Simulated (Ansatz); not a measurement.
A run of Ansatz 0.2.0:

The input input.yaml:

```yaml
crystal:
  lattice:
    - [0.0, 2.703, 2.703]
    - [2.703, 0.0, 2.703]
    - [2.703, 2.703, 0.0]
  atoms:
    - { symbol: Ni, position: [0.0, 0.0, 0.0], spin: 1.0 }
    - { symbol: Si, position: [0.75, 0.75, 0.75] }
    - { symbol: Si, position: [0.25, 0.25, 0.25] }
hamiltonian:
  xc: pbesol
  pseudopotentials: { kind: paw }
  hubbard: { sites: [{ species: Ni, l: d, u_eff: 6.0 }] }
magnetization:
  spin_polarized: true
kpoints:
  mp_grid: { grid: [9, 9, 9] }
scf:
  occupations: { method: fermi_dirac, width: 0.05 }
  n_extra_bands: 7
output:
  forces: true
  stress: true
  eigenvalues: true
  dos: { projected: true, de: 0.05, nscf_kmesh: { grid: [14, 14, 14] } }
  write_density: true
  write_potential: true
  elf: true
  volumetric_format: npy
```

Potentials or basis: Ansatz PAW.

Command:

```bash
$ ansatz run input.yaml --threads 2 --pin off --max-ram 5632MiB --backend cpu --events-out ev --progress --plain --runs-dir out
```

Hardware: 2 threads of Arm Neoverse N1, on a shared host.

**Question.** Estimate the wall time of this run.

**Answer.** Run time: 48 s on 2 threads of Arm Neoverse N1, on a shared host, peak memory 0.89 GiB. Counts: scf iterations 25, plane waves 749, k points 35, bands 20.
